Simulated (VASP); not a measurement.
# Ti in VASP: a series of runs

Aim: see how the results for Ti move with the level of theory and the settings. Levels: LDA, PBE. Tasks: relaxation of the atoms.

All numbers are computed with VASP 6.6.1; they aren't measurements. Logs are shortened: lines on timing, memory, paths and dates and some standing lists are left out, and cuts for length are marked.

## (1) The structure

The cell holds a slab with vacuum, 6 atoms: a = 2.950 Å, b = 2.950 Å, c = 26.715 Å, α = 90.00°, β = 90.00°, γ = 120.00°.

The slab is cut from a database's or a generator's crystal, which needn't be the stable form of the element.

## (2) Relaxation of the atoms, LDA

Input file INCAR:

```
SYSTEM = Ti
  PREC = Accurate
  ENCUT = 520
  EDIFF = 1E-6
  ISMEAR = -1
  SIGMA = 0.05
  LREAL = .FALSE.
  LASPH = .TRUE.
  NELM = 60
  ALGO = Normal
  ISIF = 2
  LWAVE = .FALSE.
  LCHARG = .FALSE.
  LDIPOL = .TRUE.
  IDIPOL = 3
  DIPOL = 0.5 0.5 0.500
  IBRION = 2
  NSW = 40
  EDIFFG = -0.005
```

Input file KPOINTS:

```
Automatic mesh
0
G
  7 7 1
  0 0 0
```

Input file POSCAR:

```
Ti
1.0
    2.9499978604      0.0000000000      0.0000000000
   -1.4749989302      2.5547730882      0.0000000000
    0.0000000000      0.0000000000     26.7150000000
Ti
6
Selective dynamics
Direct
    0.6666666667      0.3333333334      0.2807411567  F F F
    0.3333333333      0.6666666666      0.3684446940  F F F
    0.6666666667      0.3333333334      0.4561482313  F F F
    0.3333333333      0.6666666666      0.5438517687  T T T
    0.6666666667      0.3333333334      0.6315553060  T T T
    0.3333333333      0.6666666666      0.7192588433  T T T
```

Potentials or basis: VASP PAW LDA potentials, release 64 (Ti_sv).

Started as:

```bash
> cat potpaw_LDA.64/Ti_sv/POTCAR > POTCAR
> mpirun -np 1 vasp_std > vasp.out
```

OUTCAR:

```text
SYSTEM = Ti
   PREC = Accurate
   ENCUT = 520
   EDIFF = 1E-6
   ISMEAR = -1
   LREAL = .FALSE.
   LASPH = .TRUE.
   NELM = 60
   ISIF = 2
   IBRION = 2
   NSW = 40
   EDIFFG = -0.005

 ion  position               nearest neighbor table
   1  0.667  0.333  0.281-   2 2.90   2 2.90   2 2.90
   2  0.333  0.667  0.368-   1 2.90   1 2.90   3 2.90   3 2.90   1 2.90   3 2.90
   3  0.667  0.333  0.456-   2 2.90   2 2.90   2 2.90   4 2.90   4 2.90   4 2.90
   4  0.333  0.667  0.544-   5 2.90   5 2.90   5 2.90   3 2.90   3 2.90   3 2.90
   5  0.667  0.333  0.632-   6 2.90   6 2.90   4 2.90   4 2.90   6 2.90   4 2.90
   6  0.333  0.667  0.719-   5 2.90   5 2.90   5 2.90

  LATTYP: Found a hexagonal cell.
 ALAT       =     2.9499978604
 C/A-ratio  =     9.0559387716

  Lattice vectors:

 A1 = (   2.9499978604,   0.0000000000,   0.0000000000)
 A2 = (  -1.4749989302,   2.5547730882,   0.0000000000)
 A3 = (   0.0000000000,   0.0000000000,  26.7150000000)

Analysis of symmetry for initial positions (statically):
=====================================================================
 Subroutine PRICEL returns:
 Original cell was already a primitive cell.

 Routine SETGRP: Setting up the symmetry group for a
 hexagonal supercell.

 Subroutine GETGRP returns: Found 12 space group operations
 (whereof 12 operations were pure point group operations)
 out of a pool of 24 trial point group operations.

The static configuration has the point symmetry D_3d.

Analysis of symmetry for dynamics (positions and initial velocities):
=====================================================================
 Subroutine PRICEL returns:
 Original cell was already a primitive cell.

 Routine SETGRP: Setting up the symmetry group for a
 hexagonal supercell.

 Subroutine GETGRP returns: Found 12 space group operations
 (whereof 12 operations were pure point group operations)
 out of a pool of 24 trial point group operations.

The dynamic configuration has the point symmetry D_3d.

Analysis of constrained symmetry for selective dynamics:
=====================================================================
 Subroutine PRICEL returns:
 Original cell was already a primitive cell.

 Routine SETGRP: Setting up the symmetry group for a
 hexagonal supercell.

 Subroutine GETGRP returns: Found  6 space group operations
 (whereof  6 operations were pure point group operations)
 out of a pool of 24 trial point group operations.

The constrained configuration has the point symmetry C_3v.

 Subroutine INISYM returns: Found  6 space group operations
 (whereof  6 operations are pure point group operations),
 and found     1 'primitive' translations

----------------------------------------------------------------------------------------

                                     Primitive cell

  volume of cell :     201.3396

  direct lattice vectors                    reciprocal lattice vectors
     2.949997860  0.000000000  0.000000000     0.338983297  0.195712098  0.000000000
    -1.474998930  2.554773088  0.000000000     0.000000000  0.391424195  0.000000000
     0.000000000  0.000000000 26.715000000     0.000000000  0.000000000  0.037432154

  length of vectors
     2.949997860  2.949997860 26.715000000     0.391424195  0.391424195  0.037432154

  position of ions in fractional coordinates (direct lattice)
     0.666666667  0.333333333  0.280741157
     0.333333333  0.666666667  0.368444694
     0.666666667  0.333333333  0.456148231
     0.333333333  0.666666667  0.543851769
     0.666666667  0.333333333  0.631555306
     0.333333333  0.666666667  0.719258843

  ion indices of the primitive-cell ions
   primitive index   ion index
                 1           1
                 2           2
                 3           3
                 4           4
                 5           5
                 6           6

----------------------------------------------------------------------------------------

 KPOINTS: Automatic mesh

Automatic generation of k-mesh.
 Grid dimensions read from file:
 generate k-points for:    7    7    1

 Generating k-lattice:

  Cartesian coordinates                     Fractional coordinates (reciprocal lattice)
     0.048426185  0.027958871  0.000000000     0.142857143 -0.000000000  0.000000000
     0.000000000  0.055917742  0.000000000     0.000000000  0.142857143  0.000000000
     0.000000000  0.000000000  0.037432154     0.000000000  0.000000000  1.000000000

  Length of vectors
     0.055917742  0.055917742  0.037432154

  Shift w.r.t. Gamma in fractional coordinates (k-lattice)
     0.000000000  0.000000000  0.000000000

 Subroutine IBZKPT returns following result:
 ===========================================

 Found      8 irreducible k-points:

 Following reciprocal coordinates:
            Coordinates               Weight
  0.000000  0.000000  0.000000      1.000000
  0.142857 -0.000000  0.000000      6.000000
  0.285714 -0.000000  0.000000      6.000000
  0.428571 -0.000000  0.000000      6.000000
  0.142857  0.142857  0.000000      6.000000
  0.285714  0.142857  0.000000     12.000000
  0.428571  0.142857  0.000000      6.000000
  0.285714  0.285714  0.000000      6.000000
   k-points           NKPTS =      8   k-points in BZ     NKDIM =      8   number of bands    NBANDS=     43
   number of dos      NEDOS =    301   number of ions     NIONS =      6
   total plane-waves  NPLWV = 115200
   dimension x,y,z NGX =    24 NGY =   24 NGZ =  200
   dimension x,y,z NGXF=    48 NGYF=   48 NGZF=  400
   ions per type =               6
   NGX,Y,Z   is equivalent  to a cutoff of  13.53, 13.53, 12.45 a.u.
   NGXF,Y,Z  is equivalent  to a cutoff of  27.05, 27.05, 24.89 a.u.
 SYSTEM =  Ti
   PREC   = accura    normal or accurate (medium, high low for compatibility)
   ISTART =      0    job   : 0-new  1-cont  2-samecut
   ICHARG =      2    charge: 1-file 2-atom 10-const
   ISPIN  =      1    spin polarized calculation?
   LNONCOLLINEAR =      F non collinear calculations
   LSORBIT =      F    spin-orbit coupling
   LASPH  =      T    aspherical Exc in radial PAW
   ENCUT  =  520.0 eV  38.22 Ry    6.18 a.u.   5.49  5.49 49.67*2*pi/ulx,y,z
   NELM   =     60;   NELMIN=  2; NELMDL= -5     # of ELM steps
   EDIFF  = 0.1E-05   stopping-criterion for ELM
   LREAL  =      F    real-space projection
   EDIFFG = -.5E-02   stopping-criterion for IOM
   NSW    =     40    number of steps for IOM
   IBRION =      2    ionic relax: 0-MD 1-quasi-New 2-CG
   NFREE  =      1    steps in history (QN), initial steepest desc. (CG)
   ISIF   =      2    stress and relaxation
   ISYM   =      2    0-nonsym 1-usesym 2-fastsym
   POTIM  = 0.5000    time-step for ionic-motion
   TEBEG  =    0.0;   TEEND  =   0.0 temperature during run
   PSTRESS=    0.0 pullay stress
   NELECT =      72.0000    total number of electrons
   NUPDOWN=      -1.0000    fix difference up-down
   EMIN   =  10.00;   EMAX   =-10.00  energy-range for DOS
   EFERMI =   0.00;   METHOD = LEGACY
   ISMEAR =    -1;   SIGMA  =   0.05  broadening in eV -4-tet -1-fermi 0-gaus
   EFERMI_NEDOS =   21; number of points for ismear=-14 and -15
   IALGO  =     38    algorithm
   IMIX   =      4    mixing-type and parameters
     AMIX     =   0.40;   BMIX     =  1.00
     AMIX_MAG =   1.60;   BMIX_MAG =  1.00
  volume/ion in A,a.u.               =      33.56       226.45
  Fermi-wavevector in a.u.,A,eV,Ry     =   1.162008  2.195877 18.371450  1.350263
  Thomas-Fermi vector in A             =   2.298574
   LORBIT       =      0    0 simple, 1 ext, 2 COOP (PROOUT), +10 PAW based schemes
   GGA     = CA    functional components
   LHFCALC =     F    Hartree Fock is set to
   AEXX    =    0.0000 exact exchange contribution
   IVDW    =     0    specifies the selected vdW correction
   LEPSILON=     F    determine dielectric tensor
   LRPA    =     F    only Hartree local field effects (RPA)
 conjugate gradient relaxation of ions
 non-spin polarized calculation
  energy-cutoff  :      520.00
  volume of cell :      201.34
 maximum number of plane-waves:      5535
 NGX is ok and might be reduce to    24
   NGX = 11   NGY = 11   NGZ = 99

--------------------------------------- Ionic step        1  -------------------------------------------

 number of electron      72.0000002 magnetization

 Free energy of the ion-electron system (eV)
  ---------------------------------------------------
  ext. energy  EPLUGINS =         0.00000000
  ---------------------------------------------------
  free energy    TOTEN  =       -48.76566568 eV

  energy without entropy =      -48.67359877  energy(sigma->0) =      -48.71963223

------------------------ aborting loop because EDIFF is reached ----------------------------------------

  FORCE on cell =-STRESS in cart. coord.  units (eV):
  Direction    XX          YY          ZZ          XY          YZ          ZX
  --------------------------------------------------------------------------------------
  -------------------------------------------------------------------------------------
  Total       -7.7923927     -7.7923927     -7.7572251      0.0000000     -0.0000000      0.0000000
  in kB      -62.0086394    -62.0086394    -61.7287903      0.0000000     -0.0000000      0.0000000
  external PRESSURE =     -61.9153563 kB  Pullay stress =       0.0000000 kB
[... 101 lines left out ...]
  FREE ENERGIE OF THE ION-ELECTRON SYSTEM (eV)
  ---------------------------------------------------
  free  energy   TOTEN  =       -48.9021016007 eV

  energy  without entropy=      -48.8261852136  energy(sigma->0) =      -48.86414341

 dipolmoment           0.000000      0.000000      0.014328 electrons x Angstroem

[... ionic steps 4 to 17 ...]

--------------------------------------- Ionic step       18  -------------------------------------------

 number of electron      72.0000000 magnetization

------------------------ aborting loop because EDIFF is reached ----------------------------------------

 vacuum level on the upper side and lower side of the slab       (xc-potential included)        -0.061         0.009

  FORCE on cell =-STRESS in cart. coord.  units (eV):
  Direction    XX          YY          ZZ          XY          YZ          ZX
  --------------------------------------------------------------------------------------
  -------------------------------------------------------------------------------------
  Total       -5.8203774     -5.8203774     -3.2851058      0.0000000     -0.0000000      0.0000000
  in kB      -46.3161568    -46.3161568    -26.1415138      0.0000000     -0.0000000      0.0000000
  external PRESSURE =     -39.5912758 kB  Pullay stress =       0.0000000 kB
[... 67 lines left out ...]
--------------------------------------- Ionic step       20  -------------------------------------------

 number of electron      71.9999999 magnetization

 dipolmoment           0.000000      0.000000     -0.003407 electrons x Angstroem

 Free energy of the ion-electron system (eV)
  ---------------------------------------------------
  ext. energy  EPLUGINS =         0.00000000
  ---------------------------------------------------
  free energy    TOTEN  =       -48.99702651 eV

  energy without entropy =      -48.91580791  energy(sigma->0) =      -48.95641721

 E-fermi :   2.0548     XC(G=0):  -6.8168

 val. band max:        2.0489921707   @ k =   0.1429  -0.0000   0.0000
 cond. band min:       2.0868099758   @ k =   0.4286   0.1429   0.0000
 fundamental gap:      0.0378178051
 Fermi energy:         2.0547795476

 k-point     1 :       0.0000    0.0000    0.0000
  band No.  band energies     occupation
      1     -54.2231      2.00000
      2     -54.0788      2.00000
      3     -54.0635      2.00000
      4     -54.0124      2.00000
      5     -53.9353      2.00000
      6     -53.7953      2.00000
[... 357 lines left out ...]
     42       2.4986      0.00028
     43       2.6027      0.00003

------------------------ aborting loop because EDIFF is reached ----------------------------------------

 vacuum level on the upper side and lower side of the slab       (xc-potential included)        -0.077        -0.058

  FORCE on cell =-STRESS in cart. coord.  units (eV):
  Direction    XX          YY          ZZ          XY          YZ          ZX
  --------------------------------------------------------------------------------------
  -------------------------------------------------------------------------------------
  Total       -5.8028302     -5.8028302     -3.2588256      0.0000000     -0.0000000      0.0000000
  in kB      -46.1765233    -46.1765233    -25.9323870      0.0000000     -0.0000000      0.0000000
  external PRESSURE =     -39.4284778 kB  Pullay stress =       0.0000000 kB
[... 21 lines left out ...]
  FREE ENERGIE OF THE ION-ELECTRON SYSTEM (eV)
  ---------------------------------------------------
  free  energy   TOTEN  =       -48.9970265119 eV

  energy  without entropy=      -48.9158079069  energy(sigma->0) =      -48.95641721

 reached required accuracy - stopping structural energy minimisation

 vacuum level on the upper side and lower side of the slab         6.620         6.626
```

Run time: 18 min. Hardware: 1 thread of Intel Xeon 6975P-C (Granite Rapids), shared host; peak memory 0.27 GiB.

Results:

| Property | Result |
| --- | --- |
| Free energy | -48.9970 eV |
| Energy gained by relaxing | 38.6 meV/atom |
| Ionic steps | 20 |
| Band gap on the k mesh | none (metal or under the smearing width) |

Step by step:
| step | energy change (eV) | largest force (eV/Å) | pressure (GPa) |
| --- | --- | --- | --- |
| 1 | 0.0000 | 1.0248 | -6.19 |
| 2 | -0.0651 | 1.0213 | -6.00 |
| 3 | -0.1364 | 1.0078 | -5.09 |
| 4 | -0.1437 | 1.0144 | -5.44 |
| 5 | -0.1447 | 1.0123 | -5.35 |
| 6 | -0.1534 | 1.0140 | -5.28 |
| 7 | -0.1760 | 1.0170 | -5.08 |
| 8 | -0.2046 | 1.0205 | -4.62 |
| 9 | -0.1787 | 1.0183 | -3.56 |
| 10 | -0.2095 | 1.0196 | -4.37 |
| 11 | -0.2220 | 1.0286 | -4.22 |
| 12 | -0.2306 | 1.0436 | -3.96 |
| 13 | -0.2310 | 1.0450 | -3.99 |
| 14 | -0.2312 | 1.0433 | -3.98 |
| 15 | -0.2313 | 1.0427 | -3.97 |
| 16 | -0.2313 | 1.0424 | -3.97 |
| 17 | -0.2313 | 1.0422 | -3.96 |
| 18 | -0.2313 | 1.0420 | -3.96 |
| 19 | -0.2313 | 1.0431 | -3.95 |
| 20 | -0.2314 | 1.0429 | -3.94 |

Final structure:
```cif
data_structure
_symmetry_space_group_name_H-M 'P 1'
_symmetry_Int_Tables_number 1
_cell_length_a 2.9500
_cell_length_b 2.9500
_cell_length_c 26.7150
_cell_angle_alpha 90.000
_cell_angle_beta 90.000
_cell_angle_gamma 120.000
_cell_volume 201.34
loop_
_atom_site_label
_atom_site_type_symbol
_atom_site_fract_x
_atom_site_fract_y
_atom_site_fract_z
_atom_site_occupancy
Ti1 Ti 0.66667 0.33333 0.28074 1
Ti2 Ti 0.33333 0.66667 0.36844 1
Ti3 Ti 0.66667 0.33333 0.45615 1
Ti4 Ti 0.33333 0.66667 0.53807 1
Ti5 Ti 0.66667 0.33333 0.62350 1
Ti6 Ti 0.33333 0.66667 0.70039 1
```

## (3) Relaxation of the atoms, PBE

INCAR, as its differences from that of step 2:

```diff
@@ -16,2 +16,3 @@
   DIPOL = 0.5 0.5 0.500
+  GGA = PE
   IBRION = 2
```

KPOINTS is that of step 2.

POSCAR is that of step 2.

Potentials or basis: VASP PAW PBE potentials, release 64 (Ti_sv).

Started as:

```bash
> cat potpaw_PBE.64/Ti_sv/POTCAR > POTCAR
> mpirun -np 1 vasp_std > vasp.out
```

Run time: 18 min. Hardware: 1 thread of Intel Xeon 6975P-C (Granite Rapids), shared host; peak memory 0.33 GiB.

The run converged. Its results:

```
Free energy               : -45.1374 eV
Energy gained by relaxing : 12.9 meV/atom
Ionic steps               : 16
Band gap on the k mesh    : none (metal or under the smearing width)
```

Step by step:
```
step  energy change (eV)  largest force (eV/Å)  pressure (GPa)
   1              0.0000                0.6283           -2.19
   2             -0.0343                0.6270           -2.07
   3             -0.0696                0.6307           -1.67
   4             -0.0699                0.6311           -1.71
   5             -0.0699                0.6314           -1.70
   6             -0.0708                0.6292           -1.67
   7             -0.0727                0.6222           -1.60
   8             -0.0727                0.6214           -1.45
   9             -0.0733                0.6206           -1.53
  10             -0.0744                0.6233           -1.50
  11             -0.0764                0.6396           -1.42
  12             -0.0766                0.6483           -1.38
  13             -0.0771                0.6617           -1.27
  14             -0.0772                0.6577           -1.29
  15             -0.0772                0.6584           -1.29
  16             -0.0772                0.6561           -1.29
```

Final structure:
```yaml
crystal:
  lattice:
    - [2.95000, 0.00000, 0.00000]
    - [-1.47500, 2.55477, 0.00000]
    - [0.00000, 0.00000, 26.71500]
  atoms:
    - { symbol: Ti, position: [0.66667, 0.33333, 0.28074] }
    - { symbol: Ti, position: [0.33333, 0.66667, 0.36844] }
    - { symbol: Ti, position: [0.66667, 0.33333, 0.45615] }
    - { symbol: Ti, position: [0.33333, 0.66667, 0.54224] }
    - { symbol: Ti, position: [0.66667, 0.33333, 0.63174] }
    - { symbol: Ti, position: [0.33333, 0.66667, 0.71197] }
```

Levels at points of the mesh, in eV from the Fermi level:
| k point | band 32 | band 33 | band 34 | band 35 | band 36 | band 37 | band 38 | band 39 | band 40 | band 41 |
| --- | --- | --- | --- | --- | --- | --- | --- | --- | --- | --- |
| (0.00, 0.00, 0.00) | -0.07 | 0.28 | 0.34 | 0.59 | 0.62 | 0.62 | 0.64 | 0.64 | 0.74 | 0.74 |
